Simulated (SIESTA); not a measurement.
Crystal: Si.

```
Si
1.0
    -3.32544    3.32544    1.92239
     3.32544   -3.32544    1.92239
     3.32544    3.32544   -1.92239
Si
4
Direct
  0.82120 0.17880 0.00000
  0.17880 0.82120 0.00000
  0.82120 0.82120 0.64240
  0.17880 0.17880 0.35760
```

This isn't the form of Si at room conditions, which is diamond.

Base run:

* Program: SIESTA 5.4.2
* Functional: LDA
* Potentials or basis: PseudoDojo 0.4 standard (LDA files)
* Basis: DZP (energy shift 0.003 Ry)
* Grid cutoff: 500 Ry
* Energy shift: 0.003 Ry
* k mesh: 8 × 8 × 8
* Occupations: fermi-dirac, width 0.05 eV
* Spin: no spin polarisation

Its results: band gap on the k mesh 0.15 eV, indirect (least direct gap 0.31 eV); pressure -1.0 GPa; largest force 0.023 eV/Å.

Task: The run is repeated on the same cell with these changes: functional from LDA to PBEsol; potentials or basis from PseudoDojo 0.4 standard (LDA files) to PseudoDojo 0.4 standard (PBEsol files). What comes out?

Result: Band gap on the k mesh 0.16 eV, indirect (least direct gap 0.31 eV); pressure 0.8 GPa; largest force 0.013 eV/Å.

Caveats: the basis of atomic orbitals isn't converged, which shifts pressures, moduli and gaps.

Not every run made on this cell is shown here.
